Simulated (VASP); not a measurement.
A run of VASP 6.6.1 is set up as follows.

The input INCAR:

```
SYSTEM = Pt
PREC = Accurate
ENCUT = 600
EDIFF = 1E-6
ISMEAR = 0
SIGMA = 0.1
LREAL = .FALSE.
LASPH = .TRUE.
NELM = 100
ALGO = Normal
ISIF = 3
LWAVE = .FALSE.
LCHARG = .FALSE.
GGA = PE
IBRION = 2
NSW = 90
EDIFFG = -0.04
```

Contents of KPOINTS:

```
regular mesh
0
G
  4 4 4
  0 0 0
```

POSCAR

```
Pt
1.0
    0.0000000000      3.9970173898      3.2105490081
    3.6898254328      0.0000000000      3.2105490081
    3.6898254328      3.9970173898      0.0000000000
Pt
5
Direct
    0.7658600000      0.2658600000      0.2341400000
    0.2658600000      0.7658600000      0.7341400000
    0.8221700000      0.4888300000      0.5111700000
    0.4888300000      0.8221700000      0.1778300000
    0.9289700000      0.9289700000      0.0710300000
```

Potentials or basis: VASP PAW PBE potentials, release 64 (Pt).

Launch:

```sh
$ cat potpaw_PBE.64/Pt/POTCAR > POTCAR
$ mpirun -np 1 vasp_std > vasp.out
```

(1) Estimate the relaxed cell.

(2) Predict the space group after relaxing (to 0.05 Å).

(3) Estimate the relaxed volume.

Answers

(1) a = 5.200 Å, b = 4.948 Å, c = 6.310 Å, α = 53.37°, β = 49.79°, γ = 76.84°.

(2) Fmmm (No. 69).

(3) 19.23 Å³/atom.

Caveat: the k mesh is coarse (spacing up to 0.38 Å⁻¹), so the values aren't converged.
